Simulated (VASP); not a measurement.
Runs of VASP 6.6.1 on BN. The structure is hexagonal, space group P6_3/mmc (No. 194). The conventional cell has a = 2.498 Å, b = 2.498 Å, c = 6.636 Å, α = 90.00°, β = 90.00°, γ = 120.00°. N (site symmetry -6m2) has 3 B at 1.44 Å as nearest neighbours. B (site symmetry -6m2) is surrounded by 3 N at 1.44 Å. 

```tsv
task	level	potentials or basis	cell	k mesh	cutoff (eV)	smearing	grid for exact exchange (PRECFOCK)	exchange at q = 0	share of exact exchange	other keys	mesh quality	gap on the mesh (eV)	pressure (GPa)
single point	PBE	VASP PAW PBE potentials, release 64 (N, B)	as given	12 × 12 × 4	500	gaussian 0.02 eV	-	-	-	-	not flagged	4.29	5.1
single point	r2SCAN-EpsX	VASP PAW PBE potentials, release 64 (N, B)	as given	6 × 6 × 2	520	tetrahedron	Fast	truncated	0.2463	ISMEAR = -5; SIGMA = 0.2; BMIX = 3	coarse	6.71	(a)
relaxation of cell and atoms	revPBE+D3	VASP PAW PBE potentials, release 54 (N, B)	relaxed from: atoms moved at random, drawn with an rms of 0.1 Å	12 × 12 × 4	600	tetrahedron	-	-	-	-	not flagged	4.24	0.0
electron localisation function	optB88-vdW	VASP PAW PBE potentials, release 64 (N, B)	as given	12 × 12 × 4	520	fermi-dirac 0.05 eV	-	-	-	-	not flagged	(b)	3.5
```

Alike in all rows: no spin polarisation.

Task: Estimate the missing entries.

Result: (a) -1.8; (b) 4.31.

Caveats: some runs use coarse meshes; the PAW data sets were made with another functional, which shifts forces and pressure a little (some runs); this functional lacks dispersion, which binds the layers, so the pressure and a relaxed spacing across them are unreliable (some runs).

A k mesh can miss the band edges.
